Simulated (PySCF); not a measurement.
Molecule: SMILES C1COCCN1, C$_{4}$H$_{9}$NO.

Structure with atom numbers: `[CH2:1]1[CH2:2][O:3][CH2:4][CH2:5][NH:6]1`. Each H is labelled by its parent atom.

Geometry PBE0-D3(BJ)/def2-SVP throughout; GIAO in PySCF 2.14.0 with density-fitted response routines, gas phase, one conformer, non-relativistic; equivalent atoms averaged; functional PBE0.

Question: How do the absolute shieldings σ depend on the basis set? (ppm; last column core-seconds on 1 thread of an Arm Neoverse V1, shared host)

Answer: 
```
  basis set  functions  C2/C4  C1/C5     O3     N6  H(C2)/H(C4)  H(C1)/H(C5)  H(N6)  core-s
   pcSseg-0         72  123.2  146.2  314.1  237.0        29.50        30.12  34.07     5.7
    cc-pVDZ        129  129.8  150.3  298.7  230.1        28.08        28.82  31.63      11
aug-cc-pVDZ        219  127.1  148.1  292.7  223.9        27.90        28.63  31.02      24
   IGLO-III        300  111.1  133.7  283.5  213.2        27.95        28.66  31.08      38
    cc-pVTZ        306  116.7  138.8  287.8  218.6        27.95        28.66  31.17      38
```

Question: Which nucleus moves most, in ppm?

Answer: O3 (ether oxygen): from 283.5 ppm with IGLO-III to 314.1 ppm with pcSseg-0. The smallest spread is 1.50 ppm, at H(C1)/H(C5). Proton shifts span only some 12 ppm, so a few tenths of a ppm matter as much there as several ppm in carbon.

Question: Taking the largest basis, cc-pVTZ (306 functions), as the yardstick, rank the others by their worst heavy-atom deviation.

Answer: IGLO-III 5.5 ppm (300 functions), aug-cc-pVDZ 10.4 ppm (219 functions), cc-pVDZ 13.1 ppm (129 functions), pcSseg-0 26.3 ppm (72 functions).

A small basis that lands close on one nucleus may do so by chance; judge by the trend and by all nuclei.
